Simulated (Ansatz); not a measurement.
# TiAl (P-6m2) in Ansatz: reference runs

Aim: a first look at TiAl with PBE, on the cell as given and on a disturbed one, then over a range of volumes.

Program: Ansatz 0.2.0. These are calculated values, not measurements. Logs are shortened: lines on timing, memory, paths and dates and some standing lists are left out, and cuts for length are marked.

**1. The structure**

Symmetry: P-6m2, No. 187, hexagonal system. Conventional cell: a = 2.867 Å, b = 2.867 Å, c = 4.678 Å, α = 90.00°, β = 90.00°, γ = 120.00°. Ti (site symmetry -6m2) is surrounded by 6 Al at 2.87 Å and 6 Ti at 2.87 Å. Around Al (site symmetry -6m2) lie 6 Ti at 2.87 Å and 6 Al at 2.87 Å.

The cell comes from a database or a generator and needn't be the stable form of this composition.

**2. Single point, PBE**

input.yaml reads:

```yaml
crystal:
  lattice:
    - [2.8672622327, 0.0, 0.0]
    - [-1.4336311163, 2.4831219328, 0.0]
    - [0.0, 0.0, 4.678083]
  atoms:
    - { symbol: Ti, position: [0.0, 0.0, 0.0] }
    - { symbol: Al, position: [0.3333333333, 0.6666666667, 0.5] }
hamiltonian:
  xc: pbe
  pseudopotentials: { kind: paw }
kpoints:
  mp_grid: { grid: [11, 11, 6] }
scf:
  occupations: { method: fermi_dirac, width: 0.05 }
output:
  forces: true
  stress: true
  eigenvalues: true
```

Potentials or basis: Ansatz PAW.

The run is started by

```
ansatz run input.yaml --threads 2 --pin off --max-ram 5120MiB --backend cpu --events-out ev --progress --plain --runs-dir out
```

Output:

```text
Warning: RAYON_NUM_THREADS=2 ignored (pool sized by the plan → 2); use --threads N
Engine: ansatz 0.2.0, aarch64-unknown-linux-gnu
Pseudopotentials: kind: paw
Pseudopotential: Ti, paw, valence charge 12, recommended cutoff 420 eV (normal), Ti.paw.azcp
Pseudopotential: Al, paw, valence charge 3, recommended cutoff 420 eV (normal), Al.paw.azcp
Functional definition: PBE
  parameter kappa = 0.804
  parameter beta = 0.06672455060314922
  exchange = pbe_x(kappa = kappa, mu = beta*pi^2/3)
  correlation = pbe_c(beta = beta)
Crystal: 2 atoms, lattice volume = 33.307 Å³
Basis set: ecut = 420 eV, 663 PW (Γ), exchange–correlation on 40×40×64 points (8 copies of the dense FFT grid, shifted against one another)
Bands: 12, of which v1, the nominal top of the filled ones, is band 8 counted from 1 (7 counted from 0)
Symmetry: 12 space group operations
Space group: P-6m2 (ITA 187), of the structure as read, at distance tolerance 3.2e-5 Å
k-points: 64 of 726 (time reversal used)
Non-local potential: Ti, projectors of the file, l = 0: 3, l = 1: 2, l = 2: 3, l = 3: 1
Non-local potential: Al, projectors of the file, l = 0: 2, l = 1: 2, l = 2: 1
PAW form: soft (Blöchl's): semilocal exchange-correlation on the pseudo side does not see the compensation charge
PAW one-centre angular grid: Ti, 590 points (default); XC on 64 Gauss nodes
PAW one-centre angular grid: Al, 110 points (default); XC on 64 Gauss nodes
Initial density: superposition of atomic densities (neutral atoms: chi_scale 0, normalization atom), corrected by the library's trained network
Initial wavefunctions: pseudopotential atomic-orbital guess
Functional: x = pbe(κ = 0.804, μ = 0.2195149727645171), c = pbe(β = 0.06672455060314922)
SCF iter   1: F=—  HF=-3037.682802 eV  |F-HF|=—  |Δ(HF+E_count)|=         —  Δρ=6.54e-3  dr2=3.05e-2  ethr=1.77e-3  ⟨swp⟩=5.0  Hψ=3941  notcnv=0
preconditioner: auto → none  [metal: Δε(μ)=0.016 eV  Ē_g=5.119 eV  σ=0.050 eV  W_gap=0.08  n_scr=2 (ndim 8)  ℏωp=17.0 eV  f_vac=0.000  D(μ)=2.85/eV (n_scr^D=34)  sad-step TF]
SCF iter   2: F=—  HF=-3037.680727 eV  |F-HF|=—  |Δ(HF+E_count)|=   2.08e-3  Δρ=4.99e-3  dr2=2.00e-2  ethr=2.04e-4  ⟨swp⟩=1.0  Hψ=1280  notcnv=0
SCF iter   3: F=—  HF=-3037.677628 eV  |F-HF|=—  |Δ(HF+E_count)|=   3.10e-3  Δρ=1.07e-3  dr2=5.97e-4  ethr=1.33e-4  ⟨swp⟩=2.1  Hψ=1134  notcnv=0
SCF iter   4: F=—  HF=-3037.677491 eV  |F-HF|=—  |Δ(HF+E_count)|=   1.37e-4  Δρ=3.00e-4  dr2=2.52e-5  ethr=3.98e-6  ⟨swp⟩=2.3  Hψ=1036  notcnv=0
SCF iter   5: F=—  HF=-3037.677484 eV  |F-HF|=—  |Δ(HF+E_count)|=   6.67e-6  Δρ=7.25e-5  dr2=6.97e-7  ethr=1.68e-7  ⟨swp⟩=2.6  Hψ=1149  notcnv=0
SCF iter   6: F=-3037.677485 eV  HF=-3037.677485 eV  |F-HF|=2.16e-9  |Δ(HF+E_count)|=   5.78e-7  Δρ=9.79e-6  dr2=1.76e-8  ethr=6.67e-10  ⟨swp⟩=5.0  Hψ=3225  notcnv=0
SCF 1 converged in 6 iterations: F = -3037.677485 eV  dr2 = 1.76e-8
SCF converged after 6 iterations
Free energy (F): -3037.677485 eV
Harris-Foulkes:  -3037.677485 eV  (|F-HF|=2.16e-9)
Internal energy: -3037.653894 eV  (E = F + TS)
E sigma→0 (E₀):  -3037.665689 eV
Entropy (-TS):   -0.023591 eV (-11.796 meV/atom)
Fermi energy:    10.430465 eV
--- Per-component energies (eV) ---
  E_band       = -169.813882
  E_kinetic    = 295.421787
  E_local      = -1156.337841  (includes V_loc(G=0)·N_el)
  E_nonlocal   = 18.581903
  E_hartree    = 499.176076
  E_xc         = -137.417378
  E_vxc        = -151.178861  (∫ρ·V_xc dr)
  E_paw        = -1515.095059  (= ΣΔE_a)
  E_vpaw       = -174.655966  (= ΣTr[D̂ρ^β])
  E_aug_tail   = 0.000112  (compensation charges beyond the density's cutoff)
  E_ewald      = -1041.983494
  E_smearing   = -0.023591  (= −TS)
  E_closure    = -0.000000  (closes the sum)
  Σ components = -3037.677485   (vs F -3037.677485, Δ=0.00e0)
--- Forces (eV/Å), atoms counted from 1 ---
  atom   1  Ti    -0.00000000     0.00000000     0.00000000
  atom   2  Al     0.00000000     0.00000000    -0.00000000
  max |Σ_I F_I| component: 4.51e-17 eV/Å
--- Stress (GPa, compression-positive) ---
        0.893334      -0.000000       0.000000
       -0.000000       0.893334       0.000000
        0.000000       0.000000      -0.999505
  P = ⅓ Tr σ = 0.2624 GPa (2.624 kbar)
--- Band table (eV; the first three rows and the last of 64) ---
  k-point 0: bands = ["-46.0467", "-22.3741", "-21.9610", "-21.9610", "1.5371", "8.1558", "8.6221", "11.7245", "11.7245", "13.2228", "13.2228", "14.3552"]
  k-point 1: bands = ["-46.0467", "-22.3752", "-21.9610", "-21.9610", "1.7063", "7.0320", "9.3973", "11.7276", "11.7276", "13.2040", "13.2040", "14.9220"]
  k-point 2: bands = ["-46.0467", "-22.3774", "-21.9609", "-21.9609", "2.1321", "5.7824", "9.8822", "11.7338", "11.7338", "13.1670", "13.1670", "16.2745"]
  k-point 63: bands = ["-45.9404", "-22.4140", "-22.3012", "-22.2715", "7.9575", "8.7241", "9.7165", "10.1337", "10.4630", "11.6814", "13.7094", "15.0534"]
```

It took 1.3 s on 2 threads of Arm Neoverse V1, shared host; peak memory 0.31 GiB.

What came out:

* Free energy: -3037.6775 eV
* Pressure: 0.3 GPa
* Band gap on the k mesh: none (metal or under the smearing width)

Stress tensor (GPa, compression positive):
```
 0.89  0.00  0.00
 0.00  0.89  0.00
 0.00  0.00 -1.00
```

**3. Single point, PBE (atoms moved at random, drawn with an rms of 0.05 Å)**

input.yaml: that of step 2 with these lines changed.

```diff
@@ -6,4 +6,4 @@
   atoms:
-    - { symbol: Ti, position: [0.0, 0.0, 0.0] }
-    - { symbol: Al, position: [0.3333333333, 0.6666666667, 0.5] }
+    - { symbol: Ti, position: [-0.009755, 0.004856, 0.01131] }
+    - { symbol: Al, position: [0.348123, 0.662687, 0.516325] }
 hamiltonian:
```

Potentials or basis: Ansatz PAW.

The run is started by

```
ansatz run input.yaml --threads 2 --pin off --max-ram 5120MiB --backend cpu --events-out ev --progress --plain --runs-dir out
```

It took 6.7 s on 2 threads of Arm Neoverse V1, shared host; peak memory 0.46 GiB.

Results (log left out):

* Free energy: -3037.6687 eV
* Pressure: 0.3 GPa
* Largest force: 0.225 eV/Å
* Band gap on the k mesh: none (metal or under the smearing width)

Forces in eV/Å, atoms in the order of the input:
```
Ti   0.153 -0.027  0.163
Al  -0.153  0.027 -0.163
```

Stress tensor (GPa, compression positive):
```
 0.53  1.32  0.07
 1.32  1.29 -0.01
 0.07 -0.01 -0.77
```

Levels at points of the mesh, in eV from the Fermi level:
```
            k point  band 4  band 5  band 6  band 7  band 8  band 9  band 10  band 11  band 12
 (0.00, 0.00, 0.00)  -32.39   -8.89   -2.28   -1.81    1.29    1.30     2.77     2.81     3.92
(0.00, 0.00, -0.50)  -32.39   -8.00   -5.24   -0.41    1.30    1.31     2.70     2.73     6.78
```

**4. Single point, PBE, 15.65 Å³/atom (volume scaled by 0.94)**

input.yaml reads:

```yaml
crystal:
  lattice:
    - [2.8087302532, 0.0, 0.0]
    - [-1.4043651265, 2.4324317516, 0.0]
    - [0.0, 0.0, 4.5825851222]
  atoms:
    - { symbol: Ti, position: [0.0, 0.0, 0.0] }
    - { symbol: Al, position: [0.3333333333, 0.6666666667, 0.5] }
hamiltonian:
  xc: pbe
  pseudopotentials: { kind: paw }
kpoints:
  mp_grid: { grid: [11, 11, 6] }
scf:
  occupations: { method: fermi_dirac, width: 0.05 }
output:
  forces: true
  stress: true
  eigenvalues: true
  write_density: true
  write_potential: true
  elf: true
  volumetric_format: npy
```

The run is started by

```
ansatz run input.yaml --threads 2 --pin off --max-ram 5120MiB --backend cpu --events-out ev --progress --plain --runs-dir out
```

Run time: 1.8 s. Hardware: 2 threads of Arm Neoverse V1, shared host; peak memory 0.32 GiB.

Results (log left out):

| Item | Value |
| --- | --- |
| Free energy | -3037.6302 eV |
| Pressure | 7.7 GPa |
| Band gap on the k mesh | none (metal or under the smearing width) |

**5. Single point, PBE, 15.99 Å³/atom (volume scaled by 0.96)**

input.yaml reads:

```yaml
crystal:
  lattice:
    - [2.8285106954, 0.0, 0.0]
    - [-1.4142553477, 2.4495621171, 0.0]
    - [0.0, 0.0, 4.6148579117]
  atoms:
    - { symbol: Ti, position: [0.0, 0.0, 0.0] }
    - { symbol: Al, position: [0.3333333333, 0.6666666667, 0.5] }
hamiltonian:
  xc: pbe
  pseudopotentials: { kind: paw }
kpoints:
  mp_grid: { grid: [11, 11, 6] }
scf:
  occupations: { method: fermi_dirac, width: 0.05 }
output:
  forces: true
  stress: true
  eigenvalues: true
```

The run is started by

```
ansatz run input.yaml --threads 2 --pin off --max-ram 5120MiB --backend cpu --events-out ev --progress --plain --runs-dir out
```

Run time: 1.3 s. Hardware: 2 threads of Arm Neoverse V1, shared host; peak memory 0.31 GiB.

The run converged. Its results:

```yaml
Free_energy: -3037.6564 eV
Pressure: 5.0 GPa
Band_gap_on_the_k_mesh: none (metal or under the smearing width)
```

**6. Single point, PBE, 16.32 Å³/atom (volume scaled by 0.98)**

input.yaml: that of step 5 with these lines changed.

```diff
@@ -2,5 +2,5 @@
   lattice:
-    - [2.8285106954, 0.0, 0.0]
-    - [-1.4142553477, 2.4495621171, 0.0]
-    - [0.0, 0.0, 4.6148579117]
+    - [2.8480182822, 0.0, 0.0]
+    - [-1.424009141, 2.4664561828, 0.0]
+    - [0.0, 0.0, 4.6466855238]
   atoms:
@@ -19 +19,5 @@
   eigenvalues: true
+  write_density: true
+  write_potential: true
+  elf: true
+  volumetric_format: npy
```

Potentials or basis: Ansatz PAW.

The run is started by

```
ansatz run input.yaml --threads 2 --pin off --max-ram 5120MiB --backend cpu --events-out ev --progress --plain --runs-dir out
```

Output:

```text
Warning: RAYON_NUM_THREADS=2 ignored (pool sized by the plan → 2); use --threads N
[... 9 set-up lines as earlier in the session ...]
Crystal: 2 atoms, lattice volume = 32.641 Å³
Basis set: ecut = 420 eV, 627 PW (Γ), exchange–correlation on 40×40×64 points (8 copies of the dense FFT grid, shifted against one another)
Bands: 12, of which v1, the nominal top of the filled ones, is band 8 counted from 1 (7 counted from 0)
[... 2 set-up lines as earlier in the session ...]
k-points: 64 of 726 (time reversal used)
[... 8 set-up lines as earlier in the session ...]
SCF iter   1: F=—  HF=-3037.677703 eV  |F-HF|=—  |Δ(HF+E_count)|=         —  Δρ=6.86e-3  dr2=3.32e-2  ethr=1.77e-3  ⟨swp⟩=5.1  Hψ=3938  notcnv=0
preconditioner: auto → none  [metal: Δε(μ)=0.014 eV  Ē_g=5.209 eV  σ=0.050 eV  W_gap=0.07  n_scr=2 (ndim 8)  ℏωp=17.2 eV  f_vac=0.000  D(μ)=2.80/eV (n_scr^D=34)  sad-step TF]
SCF iter   2: F=—  HF=-3037.675441 eV  |F-HF|=—  |Δ(HF+E_count)|=   2.26e-3  Δρ=5.26e-3  dr2=2.19e-2  ethr=2.21e-4  ⟨swp⟩=1.0  Hψ=1280  notcnv=0
SCF iter   3: F=—  HF=-3037.671946 eV  |F-HF|=—  |Δ(HF+E_count)|=   3.49e-3  Δρ=1.06e-3  dr2=5.97e-4  ethr=1.46e-4  ⟨swp⟩=2.1  Hψ=1136  notcnv=0
SCF iter   4: F=—  HF=-3037.671829 eV  |F-HF|=—  |Δ(HF+E_count)|=   1.17e-4  Δρ=3.08e-4  dr2=2.79e-5  ethr=3.98e-6  ⟨swp⟩=2.3  Hψ=1036  notcnv=0
SCF iter   5: F=—  HF=-3037.671816 eV  |F-HF|=—  |Δ(HF+E_count)|=   1.38e-5  Δρ=7.40e-5  dr2=6.12e-7  ethr=1.86e-7  ⟨swp⟩=2.3  Hψ=1068  notcnv=0
SCF iter   6: F=-3037.671816 eV  HF=-3037.671816 eV  |F-HF|=3.63e-9  |Δ(HF+E_count)|=   5.70e-7  Δρ=1.14e-5  dr2=2.20e-8  ethr=6.67e-10  ⟨swp⟩=7.8  Hψ=4470  notcnv=0
SCF 1 converged in 6 iterations: F = -3037.671816 eV  dr2 = 2.20e-8
SCF converged after 6 iterations
Free energy (F): -3037.671816 eV
Harris-Foulkes:  -3037.671816 eV  (|F-HF|=3.63e-9)
Internal energy: -3037.648719 eV  (E = F + TS)
E sigma→0 (E₀):  -3037.660268 eV
Entropy (-TS):   -0.023097 eV (-11.548 meV/atom)
Fermi energy:    10.694181 eV
--- Per-component energies (eV) ---
  E_band       = -165.686577
  E_kinetic    = 296.284141
  E_local      = -1147.044843  (includes V_loc(G=0)·N_el)
  E_nonlocal   = 18.681055
  E_hartree    = 496.406070
  E_xc         = -137.732667
  E_vxc        = -151.598284  (∫ρ·V_xc dr)
  E_paw        = -1515.218459  (= ΣΔE_a)
  E_vpaw       = -174.824561  (= ΣTr[D̂ρ^β])
  E_aug_tail   = 0.000120  (compensation charges beyond the density's cutoff)
  E_ewald      = -1049.024136
  E_smearing   = -0.023097  (= −TS)
  E_closure    = -0.000000  (closes the sum)
  Σ components = -3037.671816   (vs F -3037.671816, Δ=0.00e0)
--- Forces (eV/Å), atoms counted from 1 ---
  atom   1  Ti    -0.00000000     0.00000000     0.00000000
  atom   2  Al     0.00000000    -0.00000000     0.00000000
  max |Σ_I F_I| component: 3.59e-17 eV/Å
--- Stress (GPa, compression-positive) ---
        3.013963       0.000000       0.000000
       -0.000000       3.013963       0.000000
        0.000000       0.000000       1.472235
  P = ⅓ Tr σ = 2.5001 GPa (25.001 kbar)
--- Band table (eV; the first three rows and the last of 64) ---
  k-point 0: bands = ["-45.7360", "-22.0682", "-21.6330", "-21.6330", "1.7013", "8.3970", "8.8729", "12.0130", "12.0130", "13.5551", "13.5551", "14.7200"]
  k-point 1: bands = ["-45.7359", "-22.0695", "-21.6330", "-21.6330", "1.8742", "7.2702", "9.6444", "12.0161", "12.0161", "13.5355", "13.5355", "15.2877"]
  k-point 2: bands = ["-45.7359", "-22.0720", "-21.6330", "-21.6330", "2.3092", "6.0077", "10.1294", "12.0224", "12.0224", "13.4971", "13.4971", "16.6319"]
  k-point 63: bands = ["-45.6206", "-22.1166", "-21.9961", "-21.9576", "8.1788", "8.9648", "9.9764", "10.3857", "10.7327", "11.9680", "14.0413", "15.4710"]
```

Wall time 1.8 s (2 threads of Arm Neoverse V1, shared host); peak memory 0.32 GiB.

Results:

* Free energy: -3037.6718 eV
* Pressure: 2.5 GPa
* Band gap on the k mesh: none (metal or under the smearing width)

**7. Single point, PBE, 16.65 Å³/atom**

input.yaml reads:

```yaml
crystal:
  lattice:
    - [2.8672622327, 0.0, 0.0]
    - [-1.4336311163, 2.4831219328, 0.0]
    - [0.0, 0.0, 4.678083]
  atoms:
    - { symbol: Ti, position: [0.0, 0.0, 0.0] }
    - { symbol: Al, position: [0.3333333333, 0.6666666667, 0.5] }
hamiltonian:
  xc: pbe
  pseudopotentials: { kind: paw }
kpoints:
  mp_grid: { grid: [11, 11, 6] }
scf:
  occupations: { method: fermi_dirac, width: 0.05 }
output:
  forces: true
  stress: true
  eigenvalues: true
```

The run is started by

```
ansatz run input.yaml --threads 2 --pin off --max-ram 5120MiB --backend cpu --events-out ev --progress --plain --runs-dir out
```

Wall time 1.4 s (2 threads of Arm Neoverse V1, shared host); peak memory 0.31 GiB.

Results (log left out):

| Item | Value |
| --- | --- |
| Free energy | -3037.6775 eV |
| Pressure | 0.3 GPa |
| Band gap on the k mesh | none (metal or under the smearing width) |

**8. Single point, PBE, 16.99 Å³/atom (volume scaled by 1.02)**

input.yaml: that of step 7 with these lines changed.

```diff
@@ -2,5 +2,5 @@
   lattice:
-    - [2.8672622327, 0.0, 0.0]
-    - [-1.4336311163, 2.4831219328, 0.0]
-    - [0.0, 0.0, 4.678083]
+    - [2.8862512777, 0.0, 0.0]
+    - [-1.4431256388, 2.4995669282, 0.0]
+    - [0.0, 0.0, 4.709064585]
   atoms:
```

The run is started by

```
ansatz run input.yaml --threads 2 --pin off --max-ram 5120MiB --backend cpu --events-out ev --progress --plain --runs-dir out
```

Run time: 1.4 s. Hardware: 2 threads of Arm Neoverse V1, shared host; peak memory 0.31 GiB.

It converged, with:

```yaml
Free_energy: -3037.6743 eV
Pressure: -1.8 GPa
Band_gap_on_the_k_mesh: none (metal or under the smearing width)
```

**9. Single point, PBE, 17.32 Å³/atom (volume scaled by 1.04)**

input.yaml: that of step 8 with these lines changed.

```diff
@@ -2,5 +2,5 @@
   lattice:
-    - [2.8862512777, 0.0, 0.0]
-    - [-1.4431256388, 2.4995669282, 0.0]
-    - [0.0, 0.0, 4.709064585]
+    - [2.9049936943, 0.0, 0.0]
+    - [-1.4524968471, 2.515798337, 0.0]
+    - [0.0, 0.0, 4.7396437833]
   atoms:
```

Potentials or basis: Ansatz PAW.

The run is started by

```
ansatz run input.yaml --threads 2 --pin off --max-ram 5120MiB --backend cpu --events-out ev --progress --plain --runs-dir out
```

It took 1.4 s on 2 threads of Arm Neoverse V1, shared host; peak memory 0.31 GiB.

The run converged. Its results:

- Free energy: -3037.6630 eV
- Pressure: -3.6 GPa
- Band gap on the k mesh: none (metal or under the smearing width)

**10. Single point, PBE, 17.65 Å³/atom (volume scaled by 1.06)**

input.yaml: that of step 9 with these lines changed.

```diff
@@ -2,5 +2,5 @@
   lattice:
-    - [2.9049936943, 0.0, 0.0]
-    - [-1.4524968471, 2.515798337, 0.0]
-    - [0.0, 0.0, 4.7396437833]
+    - [2.9234973377, 0.0, 0.0]
+    - [-1.4617486688, 2.5318229623, 0.0]
+    - [0.0, 0.0, 4.7698334112]
   atoms:
```

The run is started by

```
ansatz run input.yaml --threads 2 --pin off --max-ram 5120MiB --backend cpu --events-out ev --progress --plain --runs-dir out
```

Wall time 1.4 s (2 threads of Arm Neoverse V1, shared host); peak memory 0.31 GiB.

It converged, with:

| Quantity | Value |
| --- | --- |
| Free energy | -3037.6444 eV |
| Pressure | -5.3 GPa |
| Band gap on the k mesh | none (metal or under the smearing width) |

**11. Equation of state, PBE**

Potentials or basis: Ansatz PAW.

No new run: the results of the series are fitted here.

What came out:

* Equilibrium volume: 16.69 Å³/atom
* Bulk modulus at fixed shape and positions: 106 GPa
* Pressure derivative of the bulk modulus: 3.8

Energy against volume, from the lowest point:
```
volume (Å³/atom)  energy (meV/atom)
          15.654              23.64
          15.987              10.55
          16.320               2.83
          16.653               0.00
          16.986               1.61
          17.320               7.24
          17.653              16.53
```

Caveat: the cell was scaled at fixed shape and fractional positions, which overstates the stiffness of a crystal with free parameters, most of all of layers and chains.

**12. Overview**

```csv
task,cell,gap on the mesh (eV),pressure (GPa)
single point,as given,none,0.3
single point,"atoms moved at random, drawn with an rms of 0.05 Å",none,0.3
equation of state,as given,-,-
```

Alike in all rows: level PBE; potentials or basis Ansatz PAW; no spin polarisation; k mesh 11 × 11 × 6; cutoff (eV) 420; smearing fermi-dirac 0.05 eV.

Caveats: the cell was scaled at fixed shape and fractional positions, which overstates the stiffness of a crystal with free parameters, most of all of layers and chains (some runs).

Absolute energies hang on the potentials; compare differences alone.
